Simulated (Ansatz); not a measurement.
# How far is this ZnS from the hull?

All numbers below come from DFT PBE, scalar-relativistic, plane waves, PAW in Ansatz. Settings: cutoff 420 eV, Γ-centred meshes spaced at most about 0.3 Å⁻¹ (2π included), Gaussian smearing. No spin polarisation.

Formation energies are uncorrected and refer to the elements' standard structures at the same level.

All energies are static (0 K, no zero-point motion). The reference form of S is held partly by dispersion forces, which this level lacks.

The competitors are the elements and 1 reference phase of this chemical system (from databases or known types: ZnS), relaxed at the same level; other known phases may be missing.

The candidate was reached from: 4-connected net, two elements alternating.

```cif
data_structure
_symmetry_space_group_name_H-M 'P4_12_12'
_symmetry_Int_Tables_number 92
_cell_length_a 4.3693
_cell_length_b 4.3693
_cell_length_c 16.9787
_cell_angle_alpha 90.000
_cell_angle_beta 90.000
_cell_angle_gamma 90.000
_cell_volume 324.13
loop_
_atom_site_label
_atom_site_type_symbol
_atom_site_symmetry_multiplicity
_atom_site_Wyckoff_symbol
_atom_site_fract_x
_atom_site_fract_y
_atom_site_fract_z
_atom_site_occupancy
Zn1 Zn 8 b 0.15845 0.48883 0.31645 1
S1 S 8 b 0.90417 0.49479 0.43593 1
```

Q: Is it stable, and against what?

A: Not the lowest form: another structure of the same formula lies lower. Its formation energy is -0.610 eV/atom. The lowest competing phase at this composition is this:

```
phase      space group  source  share of atoms  ΔE_f (eV/atom)
  ZnS  F-43m (No. 216)     COD          1.0000          -0.822
```

The candidate lies 0.21 eV/atom above this phase. The candidate matches no cell in the subsets of the Crystallography Open Database and the Materials Project at hand. A phase this far over the hull is unlikely to be made.
